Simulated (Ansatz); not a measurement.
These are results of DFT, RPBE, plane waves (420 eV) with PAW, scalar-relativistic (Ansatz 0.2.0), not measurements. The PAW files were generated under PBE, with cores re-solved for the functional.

An element in the bcc structure gives this curve. The cell is scaled uniformly from the relaxed one, with fractional coordinates and shape fixed. Energies are extrapolated to zero smearing, pressures are those at the given smearing. Magnetic state: spin not included.

| V (Å³/atom) | E − E₀ (meV/atom) | P (GPa) |
| --- | --- | --- |
| 20.254 | 110.8 | 14.83 |
| 21.174 | 45.0 | 9.01 |
| 22.095 | 9.7 | 4.13 |
| 23.015 | 0.0 | 0.02 |
| 23.936 | 12.0 | -3.43 |
| 24.857 | 42.2 | -6.34 |
| 25.777 | 87.5 | -8.79 |

Question: Which element is it?
A. cadmium
B. hafnium
C. gallium
D. germanium

Answer: B. Its fit is V₀ = 22.94 Å³/atom, B₀ = 95 GPa, B₀′ = 3.3.
